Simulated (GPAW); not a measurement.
# LiH (Fm-3m) in GPAW: single point with PBE

Aim: the single point of LiH with PBE.

Everything below comes from runs of GPAW 26.7.0. Logs are shortened: lines on timing, memory, paths and dates and some standing lists are left out, and cuts for length are marked. The log counts tension as positive stress, the text compression.

### Step 1. The cell of the first run

It takes space group Fm-3m (No. 225, cubic). Conventional cell: a = 4.073 Å, b = 4.073 Å, c = 4.073 Å, α = 90.00°, β = 90.00°, γ = 90.00°. Li (site symmetry m-3m) is surrounded by 6 H at 2.04 Å. Around H (site symmetry m-3m) lie 6 Li at 2.04 Å.

### Step 2. Single point, PBE (the cell as VASP's run set it)

File run.py:

```python
from ase import Atoms
from ase.dft.bandgap import bandgap
from ase.io import write
from ase.units import GPa
from gpaw import GPAW, PW

atoms = Atoms(['Li', 'H'],
              cell=[[2.88039947, 0.0, 0.0],
                    [1.440199735, 2.4944991141, 0.0],
                    [1.440199735, 0.8314997047, 2.351836319]],
              scaled_positions=[[0.0, 0.0, 0.0],
                                [0.5, 0.5, 0.5]],
              pbc=True)

calc = GPAW(mode=PW(800),
            xc='PBE',
            kpts={'size': (11, 11, 11), 'gamma': True},
            occupations={'name': 'methfessel-paxton', 'order': 0, 'width': 0.02},
            nbands=8,
            convergence={'density': 1e-05, 'energy': 1e-05},
            maxiter=150,
            txt='gpaw.txt')
atoms.calc = calc
energy = atoms.get_potential_energy()
forces = atoms.get_forces()
stress = atoms.get_stress()
calc.write('gs.gpw')
write('result.traj', atoms)
print(f'Energy: {energy:.6f} eV')
print('Forces (eV/A):')
print(forces.round(4))
print('Stress (GPa):', (stress / GPa).round(3))
print('Fermi level:', round(calc.get_fermi_level(), 4), 'eV')
print(f'Gap: {bandgap(calc)[0]:.4f} eV, direct: {bandgap(calc, direct=True)[0]:.4f} eV')
```

Potentials or basis: GPAW PAW data sets (gpaw-data 1.2.1), pw.

Command:

```bash
$ OMP_NUM_THREADS=1 python run.py
```

gpaw.txt:

```text
__  _  _
 | _ |_)|_||  |
 |__||  | ||/\| - 26.7.0

Input parameters:
  mode=PW(ecut=800.0),
  convergence={'density': 1e-05, 'energy': 1e-05},
  kpts=MonkhorstPack(size=(11, 11, 11), gamma=True),
  maxiter=150,
  nbands=8,
  occupations=Occupations(name='methfessel-paxton', order=0, width=0.02),
  xc=XC(name='PBE')

Diagonalizing LCAO Hamiltonian
Converting LCAO to pw mode

               H

       Li

Atoms  # Å, Bohr magnetons
|   | symbol |        x |        y |        z |    initial magnetic moments |
|---|--------|----------|----------|----------|-----------------------------|
| 0 |     Li | 0.000000 | 0.000000 | 0.000000 | ( 0.0000,  0.0000,  0.0000) |
| 1 |      H | 2.880399 | 1.662999 | 1.175918 | ( 0.0000,  0.0000,  0.0000) |

Unit cell  # Å
| periodic |        x |        y |        z |  lengths |    angles |
|----------|----------|----------|----------|----------|-----------|
|      yes | 2.880399 | 0.000000 | 0.000000 | 2.880399 | 60.000000 |
|      yes | 1.440200 | 2.494499 | 0.000000 | 2.880399 | 60.000000 |
|      yes | 1.440200 | 0.831500 | 2.351836 | 2.880399 | 60.000000 |

Number of symmetries: 48
Symmetry operations  # r_c * U_cc + t_c -> r_c
|    | kind |            matrix            |
|----|------|------------------------------|
|  0 |  σ   |  1, 0, 0,  1, 0,-1,  1,-1, 0 |
|  1 |  C2  |  1, 0, 0,  1,-1, 0,  1, 0,-1 |
|  2 |  E   |  1, 0, 0,  0, 1, 0,  0, 0, 1 |
|  3 |  σ   |  1, 0, 0,  0, 0, 1,  0, 1, 0 |
|  4 |  C4  |  1, 0,-1,  1, 0, 0,  1,-1, 0 |
|  5 |  S6  |  1, 0,-1,  1,-1, 0,  1, 0, 0 |
|  6 |  σ   |  1, 0,-1,  0, 1,-1,  0, 0,-1 |
|  7 |  C3  |  1, 0,-1,  0, 0,-1,  0, 1,-1 |
|  8 |  S6  |  1,-1, 0,  1, 0, 0,  1, 0,-1 |
|  9 |  C4  |  1,-1, 0,  1, 0,-1,  1, 0, 0 |
| 10 |  C3  |  1,-1, 0,  0,-1, 1,  0,-1, 0 |
| 11 |  σ   |  1,-1, 0,  0,-1, 0,  0,-1, 1 |
| 12 |  σ   |  0, 1, 0,  1, 0, 0,  0, 0, 1 |
| 13 |  C4  |  0, 1, 0,  0, 1,-1, -1, 1, 0 |
| 14 |  C3  |  0, 1, 0,  0, 0, 1,  1, 0, 0 |
| 15 |  S6  |  0, 1, 0, -1, 1, 0,  0, 1,-1 |
| 16 |  C2  |  0, 1,-1,  1, 0,-1,  0, 0,-1 |
| 17 |  σ   |  0, 1,-1,  0, 1, 0, -1, 1, 0 |
| 18 |  S4  |  0, 1,-1,  0, 0,-1,  1, 0,-1 |
| 19 |  C4  |  0, 1,-1, -1, 1, 0,  0, 1, 0 |
| 20 |  C3  |  0, 0, 1,  1, 0, 0,  0, 1, 0 |
| 21 |  σ   |  0, 0, 1,  0, 1, 0,  1, 0, 0 |
| 22 |  S6  |  0, 0, 1,  0,-1, 1, -1, 0, 1 |
| 23 |  C4  |  0, 0, 1, -1, 0, 1,  0,-1, 1 |
| 24 |  S4  |  0, 0,-1,  1, 0,-1,  0, 1,-1 |
| 25 |  C3  |  0, 0,-1,  0, 1,-1,  1, 0,-1 |
| 26 |  C2  |  0, 0,-1,  0,-1, 0, -1, 0, 0 |
| 27 |  S6  |  0, 0,-1, -1, 0, 0,  0,-1, 0 |
| 28 |  S4  |  0,-1, 1,  1,-1, 0,  0,-1, 0 |
| 29 |  C4  |  0,-1, 1,  0, 0, 1, -1, 0, 1 |
| 30 |  C2  |  0,-1, 1,  0,-1, 0,  1,-1, 0 |
| 31 |  σ   |  0,-1, 1, -1, 0, 1,  0, 0, 1 |
| 32 |  C3  |  0,-1, 0,  1,-1, 0,  0,-1, 1 |
| 33 |  S6  |  0,-1, 0,  0, 0,-1, -1, 0, 0 |
| 34 |  S4  |  0,-1, 0,  0,-1, 1,  1,-1, 0 |
| 35 |  C2  |  0,-1, 0, -1, 0, 0,  0, 0,-1 |
| 36 |  C2  | -1, 1, 0,  0, 1, 0,  0, 1,-1 |
| 37 |  S6  | -1, 1, 0,  0, 1,-1,  0, 1, 0 |
| 38 |  S4  | -1, 1, 0, -1, 0, 1, -1, 0, 0 |
| 39 |  C3  | -1, 1, 0, -1, 0, 0, -1, 0, 1 |
| 40 |  S6  | -1, 0, 1,  0, 0, 1,  0,-1, 1 |
| 41 |  C2  | -1, 0, 1,  0,-1, 1,  0, 0, 1 |
| 42 |  C3  | -1, 0, 1, -1, 1, 0, -1, 0, 0 |
| 43 |  S4  | -1, 0, 1, -1, 0, 0, -1, 1, 0 |
| 44 |  C2  | -1, 0, 0,  0, 0,-1,  0,-1, 0 |
| 45 |  i   | -1, 0, 0,  0,-1, 0,  0, 0,-1 |
| 46 |  σ   | -1, 0, 0, -1, 1, 0, -1, 0, 1 |
| 47 |  C2  | -1, 0, 0, -1, 0, 1, -1, 1, 0 |

BZ-sampling:
  Number of BZ points: 1331
  Number of IBZ points: 56

  Monkhorst-Pack size: [11, 11, 11]
  Monkhorst-Pack shift: [0, 0, 0]

K-points  # in reciprocal-cell coordinates
|     |                                coordinates |     weight |
|-----|--------------------------------------------|------------|
|   0 | (  0.00000000,   0.00000000,   0.00000000) | 0.00075131 |
|   1 | (  0.09090909,   0.09090909,   0.00000000) | 0.00450789 |
|   2 | (  0.09090909,   0.09090909,   0.09090909) | 0.00601052 |
|   3 | (  0.18181818,   0.09090909,   0.09090909) | 0.00901578 |
|   4 | (  0.18181818,   0.18181818,   0.00000000) | 0.00450789 |
|   5 | (  0.18181818,   0.18181818,   0.09090909) | 0.01803156 |
|   6 | (  0.18181818,   0.18181818,   0.18181818) | 0.00601052 |
|   7 | (  0.27272727,   0.18181818,   0.09090909) | 0.01803156 |
|   8 | (  0.27272727,   0.18181818,   0.18181818) | 0.01803156 |
|   9 | (  0.27272727,   0.27272727,   0.00000000) | 0.00450789 |
| ... |                                            |            |
|  55 | (  0.45454545,   0.45454545,   0.45454545) | 0.00601052 |

Plane wave coefficients: 893
Cutoff: 800.0 eV

Spin-components: 1 (collinear spins)
Bands:           8
Projectors:      6
Spin-degeneracy: 2
Datatype:        complex128

Parallelization:
  kpt:    1
  domain: 1
  band:   1

Density:
  Valence electrons: 2.0
  Components: 1
  Grid points: [20 20 20]
  Charge: 0.0  # |e|

Potential:
  Grid points: [20 20 20]

species:
  Li:
    name:    Lithium
    Z:       3.0
    valence: 1
    core:    2
    charge:  0.0  # [|e|]
    compensation charges:
      type: gauss
      rc: 0.33  # [Å]
      lmax: 2
    cutoffs:
      filter: 1.91  # [Å]
      core: 2.55  # [Å]
    projectors
    | kind |    occ | energy [eV] | rcut [Å] |
    |------|--------|-------------|----------|
    |   2s |  1.000 |      -2.874 |    1.058 |
    |   2p |  0.000 |      -1.090 |    1.058 |
    |    s |        |      24.337 |    1.058 |

    Using partial waves for Li as LCAO basis

  H:
    name:    Hydrogen
    Z:       1.0
    valence: 1
    core:    0
    charge:  0.0  # [|e|]
    compensation charges:
      type: gauss
      rc: 0.15  # [Å]
      lmax: 2
    cutoffs:
      filter: 0.85  # [Å]
      core: 0.53  # [Å]
    projectors
    | kind |    occ | energy [eV] | rcut [Å] |
    |------|--------|-------------|----------|
    |   1s |  1.000 |      -6.494 |    0.476 |
    |    s |        |      20.717 |    0.476 |
    |    p |        |       0.000 |    0.476 |

    Using partial waves for H as LCAO basis

Reference energy: -215.277982  # eV

eigensolver:
  PPCG
  Converge bands: occupied
  niter=2

density mixing:
  MSR1-Mixer
  Pratt-step length: 0.05
  Maximum mixing coefficient: 0.75
  Old densities: 10
  SVD Regularization: 0.005
  Good broyden scale: 1.0
  Trust region scale: 1.0
  Backstep threshold: 4.0
  History deletion threshold: 6.0
  Fourier metric: weight=20.0, sigma=0.015

occupation numbers:
  Methfessel-Paxton:
    width: 0.0200  # eV
    order: 0

poisson solver:
  ecut: 6400.0  # eV

xc functional:
  name: PBE with 2 nearest neighbor stencil

convergence criteria:
- Maximum integral of absolute [dens]ity change: 1e-05 electrons / valence electron
- Maximum [total energy] change in last 3 cyles: 1e-05 eV / valence electron
- Maximum integral of absolute [eigenst]ate change: 4e-08 eV^2 / valence electron
maximum number of iterations: 150

SCF iterations
|iter     | |      energy | eigst |  dens |
|---------|-|-------------|-------|-------|
|iter:   1| |   -6.295182 | -0.35 |       |
|iter:   2| |   -6.270029 | -3.36 | -0.56 |
|iter:   3| |   -6.108225 | -2.47 | -0.59 |
|iter:   4| |   -6.104339 | -3.34 | -1.26 |
|iter:   5| |   -6.104610 | -4.28 | -1.96 |
|iter:   6| |   -6.104629 | -5.66 | -2.65 |
|iter:   7| |   -6.104628c| -7.18 | -4.14 |
|iter:   8| |   -6.104628c| -7.39 | -4.48 |
|iter:   9| |   -6.104628c| -8.51c| -5.22c|

Converged in 9 steps
Energy contributions relative to reference atoms: (reference = -215.277982)

Energy contributions:
  Kinetic:           5.346343
  Coulomb:          -5.649605
  Zero:             -0.009886
  External:          0.000000
  Xc:               -5.791480
  Entropy:           0.000000
  Spinorbit:         0.000000
  ----------------------------
  Free energy:      -6.104628
  Extrapolated:     -6.104628

dipole moment: (-3.304671, -1.907953, -1.349126)  # |e|*Ang

Fermi level: 0.570
Eigenvalues  # (at kpt = [0.000, 0.000, 0.000])
| band index |      eig [eV] | occ [0-2] |
|------------|---------------|-----------|
|          0 |        -5.650 |     2.000 |
|          1 |        15.083 |     0.000 |
|          2 |        17.137 |     0.000 |
|          3 |        17.137 |     0.000 |
|          4 |        17.137 |     0.000 |
|          5 |        21.860 |     0.000 |
|          6 |        21.860 |     0.000 |
|          7 |        21.860 |     0.000 |

Gap: 3.187 eV
Transition (v -> c):
  (s=0, k=49, n=0, [0.45, 0.45, -0.09]) -> (s=0, k=49, n=1, [0.45, 0.45, -0.09])
No difference between direct/indirect transitions

Forces  # eV/Ang
|       x |        y |       z |
|---------|----------|---------|
| 0.00000 |  0.00000 | 0.00000 |  # Li   0
| 0.00000 | -0.00000 | 0.00000 |  # H    1

Stress tensor  # eV/Ang^3
|         x |         y |         z |
|-----------|-----------|-----------|
|  0.007562 | -0.000000 | -0.000000 |
| -0.000000 |  0.007562 |  0.000000 |
| -0.000000 |  0.000000 |  0.007562 |

# Writing to gs.gpw (mode='')
```

Run time: 5.8 s. Hardware: 1 thread of Arm Neoverse V2, shared host; peak memory 0.13 GiB.

Results:

| Item | Value |
| --- | --- |
| Free energy | -6.1046 eV |
| Pressure | -1.2 GPa |
| Band gap on the k mesh | 3.19 eV, direct |

Caveat: an odd mesh through Γ misses points on the zone boundary, where band edges often lie.
